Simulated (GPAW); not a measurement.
Set up this calculation in GPAW 26.7.0, as an ASE script.

| Quantity | Value |
| --- | --- |
| Task | band structure |
| Functional | PBEsol |
| Potentials or basis | PAW data sets generated in the run's folder for this functional |
| Cutoff | 600 eV |
| Basis | pw |
| k mesh | 5 × 5 × 4 |
| Occupations | fermi-dirac, width 0.05 eV |
| Spin | spin-orbit coupling, no magnetisation |
| Maxiter | 150 |
| Band path | GMKGALHA,LM,KH |
| Band points | 100 |
| spin axis theta (degrees) | 90 |
| spin axis phi (degrees) | 45 |
| Soc after scf | second variation |

The structure of Te lies in POSCAR:

```
Te
1.0
    4.4540000000      0.0000000000      0.0000000000
   -2.2270000000      3.8572771485      0.0000000000
    0.0000000000      0.0000000000      5.9240000000
Te
3
Direct
    0.7310000000      0.7310000000      0.0000000000
    0.0000000000      0.2690000000      0.6666666667
    0.2690000000      0.0000000000      0.3333333333
```

One way to write it, as run:

run.py

```python
import numpy as np
from ase.dft.bandgap import bandgap
from ase.io import read, write
from ase.units import Bohr, GPa
from gpaw import GPAW, PW, setup_paths
from gpaw.elf import elf_from_dft_calculation
from gpaw.spinorbit import soc_eigenstates

setup_paths.insert(0, '.')

atoms = read('POSCAR')

calc = GPAW(mode=PW(600),
            xc='PBEsol',
            kpts={'size': (5, 5, 4), 'gamma': True},
            occupations={'name': 'fermi-dirac', 'width': 0.05},
            nbands=19,
            convergence={'density': 1e-05, 'energy': 1e-05},
            maxiter=150,
            txt='gpaw.txt')
atoms.calc = calc
energy = atoms.get_potential_energy()
forces = atoms.get_forces()
stress = atoms.get_stress()
calc.write('gs.gpw')
write('result.traj', atoms)
print(f'Energy: {energy:.6f} eV')
print('Forces (eV/A):')
print(forces.round(4))
print('Stress (GPa):', (stress / GPa).round(3))
print('Fermi level:', round(calc.get_fermi_level(), 4), 'eV')
print(f'Gap: {bandgap(calc)[0]:.4f} eV, direct: {bandgap(calc, direct=True)[0]:.4f} eV')

# fields on the real-space grid
write('density.cube', atoms, data=calc.get_pseudo_density() * Bohr**3)
write('potential.cube', atoms, data=calc.get_electrostatic_potential())
write('elf.cube', atoms, data=elf_from_dft_calculation(calc).data)

path = atoms.cell.bandpath('GMKGALHA,LM,KH', npoints=100, eps=1e-4)
bs_calc = calc.fixed_density(kpts=path, symmetry='off', nbands=36,
                             convergence={'bands': 'CBM+6.0', 'eigenstates': 1e-6}, txt='bands.txt')
bs = bs_calc.band_structure()
bs.write('bs.json')
print(f'Gap on the path: {bandgap(bs_calc)[0]:.4f} eV')

soc = soc_eigenstates(bs_calc, theta=90, phi=45)
np.savetxt('soc_bands.dat', soc.eigenvalues(), fmt='%.4f')
mesh = soc_eigenstates('gs.gpw', theta=90, phi=45)
np.savetxt('soc_mesh.dat', mesh.eigenvalues(), fmt='%.4f')
print('Fermi level with spin-orbit coupling:', round(mesh.fermi_level, 4), 'eV')
```

Potentials or basis: PAW data sets generated in the run's folder for this functional, pw.

Launch:

```bash
$ gpaw-setup -f PBEsol Te
$ OMP_NUM_THREADS=1 python run.py
```

It gave:

| Property | Result |
| --- | --- |
| Pressure | -1.3 GPa |
| Largest force | 0.046 eV/Å |
| Band gap along the path | none (metal or under the smearing width) |

Caveat: spin-orbit coupling was added after a scalar SCF, so levels and gaps hold it while energy, forces, pressure and moments don't; this program's spin-orbit splittings come out too wide for heavy elements.

Run time: 2.8 min on 1 thread of Arm Neoverse V1 (shared host), peak memory 0.52 GiB.
